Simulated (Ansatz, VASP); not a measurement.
Pd: VASP beside Ansatz

```xyz
1
Lattice="0.0000 1.9712 1.9712 1.9712 0.0000 1.9712 1.9712 1.9712 0.0000" Properties=species:S:1:pos:R:3 pbc="T T T"
Pd    0.0000    0.0000    0.0000
```

Alike in both runs: functional PBE; k mesh 18 × 18 × 18; occupations gaussian, width 0.1 eV; no spin polarisation.

Ansatz relaxed the structure, and its values are those at the end. VASP's run is a single point on that final structure, the one shown.

|  | VASP | Ansatz |
| --- | --- | --- |
| version | VASP 6.6.1 | Ansatz 0.2.0 |
| potentials or method | VASP PAW PBE potentials, release 64 (Pd) | scalar-relativistic, plane waves, PAW |
| plane-wave cutoff (eV) | 520 | 420 |
| valence electrons in the cell | 10 | 18 |

```csv
,VASP,Ansatz,Ansatz less VASP
gap on the k mesh at the Fermi level (eV),none,none,-
pressure (GPa),-0.3,0.0,+0.29
```

A gap of «none» marks a metal or a gap that the smearing closes. The functional is the same, so the differences come from potentials, cutoffs and numerics. The two sets of potentials don't hold the same shells in valence.
